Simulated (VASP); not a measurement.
Crystal: SnO2 (Cassiterite).

```xyz
6
Lattice="4.7380 0.0000 0.0000 0.0000 4.7380 0.0000 0.0000 0.0000 3.1865" Properties=species:S:1:pos:R:3 pbc="T T T"
Sn    2.3690    2.3690    1.5933
Sn    0.0000    0.0000    0.0000
O     3.8240    0.9140    1.5933
O     3.2830    3.2830    0.0000
O     0.9140    3.8240    1.5933
O     1.4550    1.4550    0.0000
```

* Program: VASP 6.6.1
* Task: relaxation of cell and atoms
* Functional: RPBE
* Dispersion: D4
* Potentials or basis: VASP PAW PBE potentials, release 64 (Sn_d, O)
* Cutoff: 600 eV
* k mesh: 6 × 6 × 8
* Occupations: fermi-dirac, width 0.05 eV
* Spin: no spin polarisation

At the start: pressure 7.7 GPa; volume 11.92 Å³/atom.

How do energy, volume and symmetry change on relaxing?

Over 3 steps the energy falls by 11.4 meV/atom and the volume is 12.36 Å³/atom (+3.7 %); space group P4_2/mnm (No. 136, to 0.05 Å).

The path:
| step | energy change (eV) | largest force (eV/Å) | pressure (GPa) | volume (Å³) |
| --- | --- | --- | --- | --- |
| 1 | 0.0000 | 0.3407 | 7.70 | 71.53 |
| 2 | 0.0354 | 0.3009 | -8.08 | 77.62 |
| 3 | -0.0684 | 0.0094 | -0.12 | 74.15 |

Final structure:
```
Sn O
1.0
     4.78476    0.00000    0.00000
     0.00000    4.78476    0.00000
     0.00000    0.00000    3.23881
Sn O
2 4
Direct
  0.50000 0.50000 0.50000
  0.00000 0.00000 0.00000
  0.80600 0.19400 0.50000
  0.69400 0.69400 0.00000
  0.19400 0.80600 0.50000
  0.30600 0.30600 0.00000
```

Caveat: the PAW data sets were made with another functional, which shifts forces and pressure a little.
